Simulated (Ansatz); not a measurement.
## Structural relaxation of random fluorite-type (Ti, Ce, Zr, Sn, Hf)O2 solid solution (96 atoms)

Aim: bring random fluorite-type (Ti, Ce, Zr, Sn, Hf)O2 solid solution (96 atoms) to a nearby minimum of the energy and see what moves.

Main program and level: Ansatz 0.2.0; Kohn-Sham DFT, LDA, PAW (set soft_2), plane waves.

## Step 1: The structure

The cell holds 96 atoms: 6 Ce, 64 O, 6 Hf, 8 Ti, 6 Sn and 6 Zr. Cell: a = 10.180 Å, b = 10.180 Å, c = 10.180 Å, α = 90.0°, β = 90.0°, γ = 90.0°. It derives from TiO2 and CeO2, HfO2, ZrO2 and SnO2. Fluorite-type lattice (a = 5.09 Å, the mean of the end members), 2 x 2 x 2 cells, metal sites filled at random with 8 Ti, 6 Ce, 6 Zr, 6 Sn, 6 Hf; not relaxed, displaced by a Gaussian of 0.02 Å.

Before any run, some limits are plain. The host structure and its lattice constant were typed by rule, without a check against the phase diagram. The main run has no spin polarisation, so moments on Ce can't form in it, and no Hubbard term. The Brillouin zone is sampled at Γ only, in a cell whose shortest periodic width is 10 Å. No spin–orbit coupling is included, so levels derived from the heavy atoms are approximate.

## Step 2: Single point at the start

The forces at the start show how far the geometry lies from a minimum of this functional.

The input, input.yaml:

```yaml
crystal:
  lattice:
    - [10.18, 0.0, 0.0]
    - [0.0, 10.18, 0.0]
    - [0.0, 0.0, 10.18]
  atoms:
    - { symbol: Ce, position: [0.99713, 0.00119, 0.00097] }
    - { symbol: O, position: [0.12647, 0.12381, 0.12283] }
    - { symbol: O, position: [0.37228, 0.37684, 0.37714] }
    - { symbol: Hf, position: [0.99696, 0.25029, 0.25087] }
    - { symbol: O, position: [0.12357, 0.37422, 0.37675] }
    - { symbol: O, position: [0.37398, 0.12197, 0.12793] }
    - { symbol: Ti, position: [0.24879, 0.99836, 0.25103] }
    - { symbol: O, position: [0.37536, 0.12271, 0.37394] }
    - { symbol: O, position: [0.12274, 0.37347, 0.12807] }
    - { symbol: Hf, position: [0.25011, 0.25056, 0.99869] }
    - { symbol: O, position: [0.37794, 0.37396, 0.12844] }
    - { symbol: O, position: [0.12453, 0.12595, 0.37499] }
    - { symbol: Hf, position: [0.99921, 0.00078, 0.50004] }
    - { symbol: O, position: [0.12591, 0.12736, 0.62594] }
    - { symbol: O, position: [0.37308, 0.37592, 0.87401] }
    - { symbol: Ce, position: [0.99926, 0.25071, 0.75034] }
    - { symbol: O, position: [0.12646, 0.36947, 0.87177] }
    - { symbol: O, position: [0.37373, 0.12218, 0.62662] }
    - { symbol: Sn, position: [0.25046, 0.00148, 0.74929] }
    - { symbol: O, position: [0.37554, 0.1252, 0.87347] }
    - { symbol: O, position: [0.12169, 0.37333, 0.62884] }
    - { symbol: Hf, position: [0.25045, 0.25069, 0.50081] }
    - { symbol: O, position: [0.37391, 0.37766, 0.62278] }
    - { symbol: O, position: [0.12774, 0.12479, 0.876] }
    - { symbol: Sn, position: [0.99611, 0.50096, 0.00197] }
    - { symbol: O, position: [0.12335, 0.62886, 0.12531] }
    - { symbol: O, position: [0.37444, 0.8734, 0.37441] }
    - { symbol: Hf, position: [0.99783, 0.74647, 0.24661] }
    - { symbol: O, position: [0.12786, 0.8732, 0.37807] }
    - { symbol: O, position: [0.37263, 0.62508, 0.12557] }
    - { symbol: Sn, position: [0.25282, 0.49767, 0.24752] }
    - { symbol: O, position: [0.37499, 0.62571, 0.37185] }
    - { symbol: O, position: [0.12366, 0.87454, 0.12439] }
    - { symbol: Ti, position: [0.24879, 0.7478, 0.9992] }
    - { symbol: O, position: [0.37555, 0.87438, 0.12748] }
    - { symbol: O, position: [0.12626, 0.62216, 0.3718] }
    - { symbol: Ti, position: [0.00238, 0.49949, 0.49451] }
    - { symbol: O, position: [0.12137, 0.62707, 0.62746] }
    - { symbol: O, position: [0.37835, 0.87335, 0.87697] }
    - { symbol: Ti, position: [0.99954, 0.7469, 0.74608] }
    - { symbol: O, position: [0.12645, 0.87306, 0.87336] }
    - { symbol: O, position: [0.37607, 0.62681, 0.62459] }
    - { symbol: Ti, position: [0.25187, 0.50254, 0.75063] }
    - { symbol: O, position: [0.377, 0.62785, 0.87736] }
    - { symbol: O, position: [0.12342, 0.87748, 0.62184] }
    - { symbol: Zr, position: [0.25167, 0.75166, 0.5003] }
    - { symbol: O, position: [0.37527, 0.87235, 0.62004] }
    - { symbol: O, position: [0.12649, 0.6219, 0.8776] }
    - { symbol: Zr, position: [0.49931, 0.00079, 0.99949] }
    - { symbol: O, position: [0.62408, 0.12722, 0.12254] }
    - { symbol: O, position: [0.87683, 0.37135, 0.37794] }
    - { symbol: Ce, position: [0.49808, 0.24714, 0.24895] }
    - { symbol: O, position: [0.62244, 0.37082, 0.37661] }
    - { symbol: O, position: [0.87218, 0.12498, 0.12425] }
    - { symbol: Sn, position: [0.74648, 0.99889, 0.24898] }
    - { symbol: O, position: [0.87445, 0.12634, 0.37514] }
    - { symbol: O, position: [0.62483, 0.37473, 0.12238] }
    - { symbol: Ce, position: [0.74913, 0.24903, 0.00059] }
    - { symbol: O, position: [0.8775, 0.37663, 0.12638] }
    - { symbol: O, position: [0.62418, 0.1252, 0.37795] }
    - { symbol: Ti, position: [0.49938, 0.99833, 0.50004] }
    - { symbol: O, position: [0.6287, 0.12453, 0.62603] }
    - { symbol: O, position: [0.87499, 0.38042, 0.87614] }
    - { symbol: Hf, position: [0.50031, 0.24696, 0.74987] }
    - { symbol: O, position: [0.62379, 0.37409, 0.87511] }
    - { symbol: O, position: [0.87532, 0.12525, 0.62476] }
    - { symbol: Zr, position: [0.74969, 0.9976, 0.74705] }
    - { symbol: O, position: [0.87435, 0.12672, 0.87823] }
    - { symbol: O, position: [0.62429, 0.37279, 0.62749] }
    - { symbol: Sn, position: [0.74813, 0.24884, 0.49884] }
    - { symbol: O, position: [0.87316, 0.37109, 0.62486] }
    - { symbol: O, position: [0.62487, 0.12425, 0.87388] }
    - { symbol: Zr, position: [0.49995, 0.50311, 0.99499] }
    - { symbol: O, position: [0.62559, 0.62705, 0.12606] }
    - { symbol: O, position: [0.87559, 0.8752, 0.37419] }
    - { symbol: Ti, position: [0.50184, 0.751, 0.25274] }
    - { symbol: O, position: [0.62872, 0.87297, 0.37443] }
    - { symbol: O, position: [0.87512, 0.62341, 0.12924] }
    [... 12 atom lines left out ...]
    - { symbol: Ce, position: [0.75131, 0.50073, 0.75417] }
    - { symbol: O, position: [0.87427, 0.62481, 0.8723] }
    - { symbol: O, position: [0.62625, 0.87452, 0.62536] }
    - { symbol: Zr, position: [0.74824, 0.74968, 0.49802] }
    - { symbol: O, position: [0.87276, 0.87637, 0.62286] }
    - { symbol: O, position: [0.62615, 0.62768, 0.87551] }
kpoints:
  mp_grid: { grid: [1, 1, 1] }
hamiltonian:
  xc: lda
scf:
  occupations: { method: fixed }
output:
  forces: true
  stress: true
  populations: intrinsic
  dos:
    method: { smearing: { sigma: 0.1 } }
    de: 0.1
    projected: { site_lists: { Ce: [Ce], Hf: [Hf], O: [O], Sn: [Sn], Ti: [Ti] } }
  eigenvalues: true
```

Launch:

```sh
> ansatz run input.yaml --threads 4 --pin off --max-ram 8192MiB --backend cpu --events-out ev --progress --plain --runs-dir out
```

Numbers of over 12 decimals in the logs are rounded to 6 here.

The program printed:

```text
Ce: projections on atomic orbitals take those of the free atom [Kr 4d10] 4f1 5s2 5p6 5d1 6s2, of charge +0.00 (hamiltonian.pseudopotentials.projection_atoms); the dataset's partial waves leave at most 1.4e-5 of an orbital's norm unspanned inside its sphere
Engine: ansatz 0.2.0, aarch64-unknown-linux-gnu
Pseudopotentials: kind: paw
Pseudopotential: Ce, paw, valence charge 12, recommended cutoff 420 eV (normal), Ce.paw.azcp
Pseudopotential: O, paw, valence charge 6, recommended cutoff 420 eV (normal), O.paw.azcp
Pseudopotential: Hf, paw, valence charge 26, recommended cutoff 420 eV (normal), Hf.paw.azcp
Pseudopotential: Ti, paw, valence charge 12, recommended cutoff 420 eV (normal), Ti.paw.azcp
Pseudopotential: Sn, paw, valence charge 14, recommended cutoff 420 eV (normal), Sn.paw.azcp
Pseudopotential: Zr, paw, valence charge 12, recommended cutoff 420 eV (normal), Zr.paw.azcp
Functional definition: SPW92
  exchange = slater_x
  correlation = pw_c
Crystal: 96 atoms, lattice volume = 1054.978 Å³
Basis set: ecut = 420 eV, 20479 PW (Γ)
Bands: 528, of which v1, the nominal top of the filled ones, is band 432 counted from 1 (431 counted from 0)
Symmetry: 1 space group operations
Space group: P1 (ITA 1), of the structure as read, at distance tolerance 1.0e-4 Å
k-points: 1
Non-local potential: Ce, projectors of the file, l = 0: 3, l = 1: 2, l = 2: 2, l = 3: 3
Non-local potential: O, projectors of the file, l = 0: 2, l = 1: 2, l = 2: 1
Non-local potential: Hf, projectors of the file, l = 0: 3, l = 1: 2, l = 2: 2, l = 3: 3
Non-local potential: Ti, projectors of the file, l = 0: 3, l = 1: 2, l = 2: 3, l = 3: 1
Non-local potential: Sn, projectors of the file, l = 0: 2, l = 1: 2, l = 2: 2, l = 3: 2
Non-local potential: Zr, projectors of the file, l = 0: 3, l = 1: 2, l = 2: 2, l = 3: 2
PAW form: soft (Blöchl's): semilocal exchange-correlation on the pseudo side does not see the compensation charge
PAW frozen core: Ce, regenerated for the run's functional, and the local potential with it (the file was generated under x = pbe(κ = 0.804, μ = 0.219515), c = pbe(β = 0.066725))
PAW frozen core: O, regenerated for the run's functional, and the local potential with it (the file was generated under x = pbe(κ = 0.804, μ = 0.219515), c = pbe(β = 0.066725))
PAW frozen core: Hf, regenerated for the run's functional, and the local potential with it (the file was generated under x = pbe(κ = 0.804, μ = 0.219515), c = pbe(β = 0.066725))
PAW frozen core: Ti, regenerated for the run's functional, and the local potential with it (the file was generated under x = pbe(κ = 0.804, μ = 0.219515), c = pbe(β = 0.066725))
PAW frozen core: Sn, regenerated for the run's functional, and the local potential with it (the file was generated under x = pbe(κ = 0.804, μ = 0.219515), c = pbe(β = 0.066725))
PAW frozen core: Zr, regenerated for the run's functional, and the local potential with it (the file was generated under x = pbe(κ = 0.804, μ = 0.219515), c = pbe(β = 0.066725))
PAW one-centre angular grid: Ce, 590 points (default); XC on 64 Gauss nodes
PAW one-centre angular grid: O, 110 points (default); XC on 64 Gauss nodes
PAW one-centre angular grid: Hf, 590 points (default); XC on 64 Gauss nodes
PAW one-centre angular grid: Ti, 590 points (default); XC on 64 Gauss nodes
PAW one-centre angular grid: Sn, 590 points (default); XC on 64 Gauss nodes
PAW one-centre angular grid: Zr, 590 points (default); XC on 64 Gauss nodes
Initial density: superposition of atomic densities (neutral atoms: chi_scale 0, normalization atom), corrected by the library's trained network
Initial wavefunctions: pseudopotential atomic-orbital guess
Functional: x = slater, c = lda
SCF iter   1: F=—  HF=-246239.140078 eV  |F-HF|=—  |Δ(HF+E_count)|=         —  Δρ=2.02e-2  dr2=4.18e0  ethr=1.77e-3  ⟨swp⟩=4.0  Hψ=1601  notcnv=0  defer=88
preconditioner: auto → Resta (q_TF=auto, 2.639 Å⁻¹)  ε∞=6.8  [insulator: Δε(μ)=1.059 eV  Ē_g=13.104 eV  n_scr=340 (ndim 8)  ℏωp=31.6 eV  f_vac=0.036  ε∞_Penn≈6.8]
SCF iter   2: F=—  HF=-246238.697432 eV  |F-HF|=—  |Δ(HF+E_count)|=   4.43e-1  Δρ=1.28e-2  dr2=1.87e0  ethr=4.84e-4  ⟨swp⟩=2.0  Hψ=1000  notcnv=0  defer=90
SCF iter   3: F=—  HF=-246238.410096 eV  |F-HF|=—  |Δ(HF+E_count)|=   2.87e-1  Δρ=3.57e-3  dr2=1.02e-1  ethr=2.16e-4  ⟨swp⟩=3.0  Hψ=696  notcnv=0  defer=94
SCF iter   4: F=—  HF=-246238.384254 eV  |F-HF|=—  |Δ(HF+E_count)|=   2.58e-2  Δρ=1.52e-3  dr2=2.42e-2  ethr=1.18e-5  ⟨swp⟩=3.0  Hψ=874  notcnv=0  defer=94
SCF iter   5: F=—  HF=-246238.380686 eV  |F-HF|=—  |Δ(HF+E_count)|=   3.57e-3  Δρ=7.22e-4  dr2=7.20e-3  ethr=2.80e-6  ⟨swp⟩=3.0  Hψ=862  notcnv=0  defer=94
SCF iter   6: F=—  HF=-246238.379639 eV  |F-HF|=—  |Δ(HF+E_count)|=   1.05e-3  Δρ=2.58e-4  dr2=8.99e-4  ethr=8.33e-7  ⟨swp⟩=3.0  Hψ=873  notcnv=0  defer=94
SCF iter   7: F=—  HF=-246238.379627 eV  |F-HF|=—  |Δ(HF+E_count)|=   1.26e-5  Δρ=1.34e-4  dr2=2.54e-4  ethr=1.04e-7  ⟨swp⟩=2.0  Hψ=860  notcnv=0  defer=92
SCF iter   8: F=—  HF=-246238.379636 eV  |F-HF|=—  |Δ(HF+E_count)|=   9.01e-6  Δρ=9.25e-5  dr2=1.11e-4  ethr=2.94e-8  ⟨swp⟩=2.0  Hψ=870  notcnv=0  defer=90
SCF iter   9: F=—  HF=-246238.379573 eV  |F-HF|=—  |Δ(HF+E_count)|=   6.28e-5  Δρ=3.61e-5  dr2=1.57e-5  ethr=1.29e-8  ⟨swp⟩=2.0  Hψ=861  notcnv=0  defer=90
SCF iter  10: F=—  HF=-246238.381672 eV  |F-HF|=—  |Δ(HF+E_count)|=   2.10e-3  Δρ=1.57e-5  dr2=2.58e-6  ethr=1.81e-9  ⟨swp⟩=2.0  Hψ=947  notcnv=0  defer=90
SCF iter  11: F=—  HF=-246238.381672 eV  |F-HF|=—  |Δ(HF+E_count)|=   3.09e-8  Δρ=8.80e-6  dr2=8.13e-7  ethr=2.99e-10  ⟨swp⟩=2.0  Hψ=870  notcnv=0  defer=90
SCF iter  12: F=—  HF=-246238.381672 eV  |F-HF|=—  |Δ(HF+E_count)|=   4.41e-8  Δρ=4.42e-6  dr2=2.02e-7  ethr=9.41e-11  ⟨swp⟩=2.0  Hψ=841  notcnv=0  defer=90
SCF iter  13: F=-246238.381672 eV  HF=-246238.381672 eV  |F-HF|=2.59e-8  |Δ(HF+E_count)|=   2.10e-9  Δρ=1.83e-6  dr2=4.03e-8  ethr=1.16e-11  ⟨swp⟩=14.0  Hψ=2323  notcnv=0
SCF 1 converged in 13 iterations: F = -246238.381672 eV  dr2 = 4.03e-8
  greatest PAW one-centre occupation: 0.999 electrons in one spin orbital (limit 2), on the Hf atom at site 12 (counted from 0), in its partial waves of l = 3
SCF converged after 13 iterations
Free energy (F): -246238.381672 eV
Harris-Foulkes:  -246238.381672 eV  (|F-HF|=2.59e-8)
Internal energy: -246238.381672 eV  (E = F + TS)
E sigma→0 (E₀):  -246238.381672 eV
Fermi energy:    12.132955 eV
--- Per-component energies (eV) ---
  E_band       = -1674.806985
  E_kinetic    = 21372.880819
  E_local      = -74058.323595  (includes V_loc(G=0)·N_el)
  E_nonlocal   = -4181.848161
  E_hartree    = 32347.929637
  E_xc         = -11831.863674
  E_vxc        = -11850.669468  (∫ρ·V_xc dr)
  E_paw        = -130364.907879  (= ΣΔE_a)
  E_vpaw       = 2347.114394  (= ΣTr[D̂ρ^β])
  E_aug_tail   = 0.162226  (compensation charges beyond the density's cutoff)
  E_ewald      = -79553.348975
  E_core_change = 30.937929  (= ΣΔE_core)
  E_smearing   = -0.000000  (= −TS)
  E_closure    = -0.000000  (closes the sum)
  Σ components = -246238.381672   (vs F -246238.381672, Δ=0.00e0)
--- Forces (eV/Å), atoms counted from 1 ---
  atom   1  Ce     1.34773428    -0.68593508    -0.51078161
  atom   2  O      1.04786719     1.00508363     1.63777248
  atom   3  O     -0.90680218     0.63723154     0.87916674
  atom   4  Hf     0.61100448    -0.29299344     0.24502779
  atom   5  O     -0.55581108     0.41988261     0.49394271
  atom   6  O     -1.47429399    -1.28815577    -1.16669234
  atom   7  Ti     0.03101373    -0.29951706    -0.24425846
  atom   8  O     -1.13169574    -1.73773424     1.65780242
  atom   9  O      0.37005652     0.30410289    -0.42327056
  atom  10  Hf    -0.34675568    -0.29679498    -0.09666768
  atom  11  O     -1.49982942     1.10237726    -1.78530780
  atom  12  O      0.22946816    -0.39516659    -0.46233093
  atom  13  Hf     0.18869025    -0.20868686     0.01513666
  atom  14  O      1.07735772    -1.27642340    -1.33668351
[...]
atom  95  O      0.75369078    -0.40371121     0.49194767
  atom  96  O     -1.55684477     1.21551771     0.57125323
  max |Σ_I F_I| component: 3.12e-5 eV/Å
--- Stress (GPa, compression-positive) ---
       -6.111967      -0.033363      -0.128637
       -0.033363      -5.857652      -0.189944
       -0.128637      -0.189944      -6.255287
  P = ⅓ Tr σ = -6.0750 GPa (-60.750 kbar)
--- Band table (eV) ---
  k-point 0: bands = ["-48.9421", "-48.8928", "-48.8759", "-48.8426", [... 512 levels ...], "15.8518", "15.8723", "15.8920", "15.9922", "16.0286", "16.1425", "16.2368", "16.2891", "16.3275", "16.3847", "16.4535", "16.4771"]
--- intrinsic populations: 96 sites ---
  site symbol       q [e]
     0     Ce     11.4067
     1      O      6.6048
     2      O      6.6806
[...]
95      O      6.5980
  spilling = -0.000000 (of n_electrons = 864.000000)
```

It took 44 s on 4 threads of Arm Neoverse V1, shared host; peak memory 1.8 GiB.

The column dr2 measures how far the density is from self-consistency, as an energy; F and HF (Harris–Foulkes) agree once it is small.

Read from the output:

```
free energy                                      : -246238.3817 eV
free energy per atom                             : -2564.9831 eV/atom
SCF cycles                                       : 13
pressure                                         : -6.075 GPa
r.m.s. force component                           : 0.8437 eV/Å
longest force                                    : 3.515 eV/Å
Fermi energy                                     : 12.13 eV
gap (highest filled to lowest empty level) : 1.222 eV
```

The r.m.s. force component of 0.84 eV/Å and the pressure of -6.1 GPa set the starting point.

Length of the force by element:

```
element  coordination  atoms  mean length of the force (eV/Å)  spread  least   most
     Ce           all      6                            0.896   0.599  0.265   1.80
     Hf           all      6                            0.578   0.303  0.282   1.17
      O           all     64                             1.55   0.734  0.375   3.51
     Sn           all      6                            0.745   0.277  0.439   1.32
     Ti           all      8                            0.417   0.140  0.280  0.700
     Zr           all      6                            0.572   0.234  0.144  0.866
```

(Continued in part 2 of 3.)

[Logs are printed without paths, hosts, clocks, repeated set-up lines and the standing remarks that a program may print on its own settings, such as how far it seeks lower states.]

[Hosts, paths, dates, database ids (printed as entryN), source tags and the programs' standing remarks are cut or masked in the printed files.]
